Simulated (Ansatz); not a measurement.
# SnSe: how the settings move a single-point run

Aim: see which settings change the result for SnSe, by how much, and at what cost. The cell is built on a prototype (CsCl type) and needn't be the phase found in nature.

Program: Ansatz 0.2.0. Level of theory: reference: DFT, PBEsol, plane waves, PAW. These are calculated values, not measurements.

2 further runs of the same task are left out: 1 for a known fault of the program, 1 that didn't finish.

**1. Starting point**

Symmetry: Pm-3m, No. 221, cubic system. Conventional cell: a = 3.665 Å, b = 3.665 Å, c = 3.665 Å, α = 90.00°, β = 90.00°, γ = 90.00°. Sn (site symmetry m-3m) is surrounded by 8 Se at 3.17 Å. Around Se (site symmetry m-3m) lie 8 Sn at 3.17 Å.

As a file:

```cif
data_structure
_symmetry_space_group_name_H-M 'P 1'
_symmetry_Int_Tables_number 1
_cell_length_a 3.6654
_cell_length_b 3.6654
_cell_length_c 3.6654
_cell_angle_alpha 90.000
_cell_angle_beta 90.000
_cell_angle_gamma 90.000
_cell_volume 49.24
loop_
_atom_site_label
_atom_site_type_symbol
_atom_site_fract_x
_atom_site_fract_y
_atom_site_fract_z
_atom_site_occupancy
Sn1 Sn 0.00000 0.00000 0.00000 1
Se1 Se 0.50000 0.50000 0.50000 1
```

**2. Reference**

Input file input.yaml:

```yaml
crystal:
  lattice:
    - [3.6653564528, 0.0, 0.0]
    - [0.0, 3.6653564528, 0.0]
    - [0.0, 0.0, 3.6653564528]
  atoms:
    - { symbol: Sn, position: [0.0, 0.0, 0.0] }
    - { symbol: Se, position: [0.5, 0.5, 0.5] }
kpoints:
  mp_grid: { grid: [6, 6, 6] }
hamiltonian:
  xc: pbesol
scf:
  occupations: { method: fermi_dirac, width: 0.02 }
  n_extra_bands: 4
output:
  forces: true
  stress: true
  eigenvalues: true
  write_density: true
  write_potential: true
  elf: true
  volumetric_format: npy
```

Run with:

```console
> ansatz run input.yaml --threads 4 --pin off --max-ram 3686MiB --backend cpu --events-out ev --progress --plain --runs-dir out
```

**3. Variant: ecutwfc 300**

Changes to input.yaml since step 2:

```diff
@@ -19,5 +19,3 @@
   eigenvalues: true
-  write_density: true
-  write_potential: true
-  elf: true
-  volumetric_format: npy
+basis:
+  ecutwfc: 300
```

Q: Predict the outcome of this session. Wanted: for each run, ending; energy change; pressure; gap; force.

As calculated:

| run | ending | energy change | pressure (GPa) | gap (eV) | force (eV/Å) | cycles | time |
| --- | --- | --- | --- | --- | --- | --- | --- |
| reference | converged | 0 | -2.5 | 0.00 | 0.00 | 6 | 1.3 s |
| 1: ecutwfc 300 | converged | +29.8 meV/atom | -2.4 | 0.00 | 0.00 | 6 | 0.76 s |

Times don't compare one to one where runs were asked for different outputs or read a saved state (see the inputs); cycles may leave out searches for a lower state.

Residual by cycle in the longest SCF loop of each run; runs are numbered as in the table. The quantity is the density residual dr2, in eV.

| cycle | reference | run 1 |
| --- | --- | --- |
| 1 | 0.00746 | 0.00783 |
| 2 | 7.3e-4 | 6.6e-4 |
| 3 | 5.7e-5 | 9.3e-5 |
| 4 | 6.0e-6 | 6.5e-6 |
| 5 | 8.3e-8 | 1.2e-7 |
| 6 | 8.6e-9 | 7.7e-9 |

Changing the cutoff moves the energy by +29.8 meV/atom. The log warns that the cutoff is under what these potentials recommend, so the shift is basis error. Semilocal functionals close small gaps, so the missing gap need not be the real solid's. Run 1 ran under the cutoff that the potentials recommend, as the log warns, so basis error is mixed into its values.
